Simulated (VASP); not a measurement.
Write the native input for VASP 6.6.1 that does the following.

| Item | Value |
| --- | --- |
| Task | relaxation of the atoms |
| Functional | PBE |
| Dispersion | D3(BJ) |
| Potentials or basis | VASP PAW PBE potentials, release 64 (B, N) |
| Cutoff | 600 eV |
| k mesh | 14 × 14 × 14 |
| Occupations | gaussian, width 0.03 eV |
| Spin | no spin polarisation |
| Further INCAR settings | ALGO = Normal; EDIFF = 1e-07; IBRION = 2; EDIFFG = -0.01; NSW = 40 |

The structure of BN (Qingsongite) lies in POSCAR:

```
BN                                      
1.0
    0.0000000000      1.7664161390      1.7664161390
    1.7664161390      0.0000000000      1.7664161390
    1.7664161390      1.7664161390      0.0000000000
  B               N             
     1     1
Direct
     0.0000000000000000    0.0000000000000000    0.0000000000000000
     0.2500000000000000    0.2500000000000000    0.2500000000000000
```

The cell isn't the ideal one: a relaxed cell with its volume scaled by 0.94.

These files were run (other wordings do the same):

INCAR

```
PREC = Accurate ; ENCUT = 600
EDIFF = 1E-7 ; ISMEAR = 0
SIGMA = 0.03 ; LREAL = False
LASPH = True ; NELM = 80
ALGO = Normal ; ISIF = 2
LWAVE = False ; LCHARG = False
GGA = PE ; IVDW = 12
IBRION = 2 ; NSW = 40
EDIFFG = -0.01
```

KPOINTS

```
regular mesh
0
Gamma
  14 14 14
```

Potentials or basis: VASP PAW PBE potentials, release 64 (B, N).

Launch:

```console
$ cat potpaw_PBE.64/B/POTCAR potpaw_PBE.64/N/POTCAR > POTCAR
$ mpirun -np 1 vasp_std > vasp.out
```

It gave:

```json
{
 "Pressure after relaxing": "26.6 GPa",
 "Band gap on the k mesh": "4.53 eV, indirect (least direct gap 9.15 eV)",
 "Dispersion energy per atom": "-0.224 eV"
}
```

Caveat: the relaxation stopped at its first step, so nothing moved.

Wall time 4.5 s on 1 thread of Intel(R) Xeon(R) 6975P-C (Granite Rapids), on a shared host, peak memory 0.14 GiB.
